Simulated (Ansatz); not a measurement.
Density of states of MnAs (P6_3/mmc, a = 3.748 Å, b = 3.748 Å, c = 5.715 Å, α = 90.00°, β = 90.00°, γ = 120.00°), in states per eV and primitive cell, averaged over bins of 0.3 eV. Level of theory: DFT r2SCAN, scalar-relativistic, plane waves, PAW in Ansatz.

Cutoff 500 eV; k points 12×12×8 on the computed 4-atom cell (Γ-centred); Gaussian smearing, width 0.10 eV; collinear spin from starting moments 4.11 4.11 -0.19 -0.19 μB.

The cell is relaxed at this level. The states (both spins) are summed by tetrahedra on a 18×18×12 mesh at the self-consistent density. Energies are bin centres; the table starts no lower than −8 eV and ends at 6 eV, or lower where the solved bands end.

It is a metal at this level.

```csv
E − E_F (eV),total,Mn 3d down,Mn 3d up,As 4p up,As 4p down,Mn 4s up,As 4s up
-6.70,0.26,0.00,0.06,0.14,0.00,0.04,0.01
-6.40,0.79,0.00,0.19,0.46,0.00,0.13,0.02
-6.10,1.54,0.04,0.27,0.63,0.34,0.13,0.03
-5.80,2.62,0.07,0.54,0.97,0.68,0.14,0.04
-5.50,2.42,0.08,0.57,0.65,0.83,0.07,0.03
-5.20,2.31,0.11,0.54,0.44,0.97,0.05,0.02
-4.90,2.96,0.08,1.47,0.65,0.58,0.05,0.02
-4.60,4.49,0.11,2.60,0.82,0.71,0.07,0.02
-4.30,5.02,0.09,3.32,0.91,0.53,0.03,0.02
-4.00,4.51,0.10,2.69,0.91,0.61,0.02,0.03
-3.70,4.97,0.14,3.41,0.43,0.83,0.02,0.01
-3.40,6.34,0.21,4.79,0.23,0.96,0.04,0.01
-3.10,6.30,0.37,4.29,0.25,1.21,0.07,0.01
-2.80,4.70,0.79,1.73,0.25,1.73,0.06,0.04
-2.50,3.35,0.65,0.81,0.30,1.44,0.03,0.05
-2.20,3.51,0.80,0.75,0.43,1.36,0.02,0.05
-1.90,2.56,0.34,0.94,0.57,0.54,0.03,0.07
-1.60,1.81,0.21,0.66,0.49,0.30,0.03,0.07
-1.30,1.19,0.14,0.34,0.40,0.17,0.02,0.07
-1.00,1.09,0.09,0.33,0.43,0.09,0.02,0.08
-0.70,1.21,0.15,0.33,0.52,0.05,0.02,0.08
-0.40,1.50,0.37,0.31,0.59,0.05,0.02,0.07
-0.10,1.57,0.60,0.22,0.53,0.07,0.01,0.05
0.20,1.61,0.71,0.19,0.50,0.06,0.02,0.04
0.50,2.15,0.93,0.25,0.69,0.05,0.06,0.04
0.80,2.90,1.63,0.23,0.73,0.04,0.05,0.03
1.10,3.09,1.87,0.20,0.70,0.07,0.04,0.02
1.40,5.25,3.73,0.19,0.77,0.17,0.04,0.02
1.70,6.33,4.77,0.19,0.78,0.21,0.04,0.01
2.00,3.65,2.32,0.18,0.77,0.17,0.02,0.01
2.30,3.79,2.96,0.08,0.33,0.26,0.00,0.00
2.60,2.38,1.80,0.01,0.03,0.33,0.00,0.00
2.90,1.91,1.36,0.00,0.00,0.33,0.03,0.00
3.20,2.00,1.27,0.00,0.00,0.48,0.05,0.00
3.50,1.78,0.98,0.00,0.02,0.50,0.10,0.00
3.80,2.18,1.06,0.01,0.04,0.65,0.14,0.01
4.10,1.22,0.44,0.01,0.06,0.34,0.19,0.01
4.40,0.83,0.12,0.01,0.11,0.10,0.28,0.01
4.70,0.93,0.02,0.01,0.14,0.03,0.32,0.02
5.00,1.17,0.03,0.01,0.15,0.03,0.30,0.02
5.30,1.32,0.05,0.01,0.13,0.05,0.25,0.03
```

The columns after the total are the main Löwdin projections on the occupied valence shells of the potentials; 2 others are left out. The rest of the total lies in those, in shells that are empty in the free atom, which aren't projected, and between the atoms.

The state reached may not be the lowest one. Only parallel moments were tried here.

Only this magnetic start was tried.

Cost: 1 run of about 5.4 core-minutes, on Arm Neoverse N1 (shared hosts).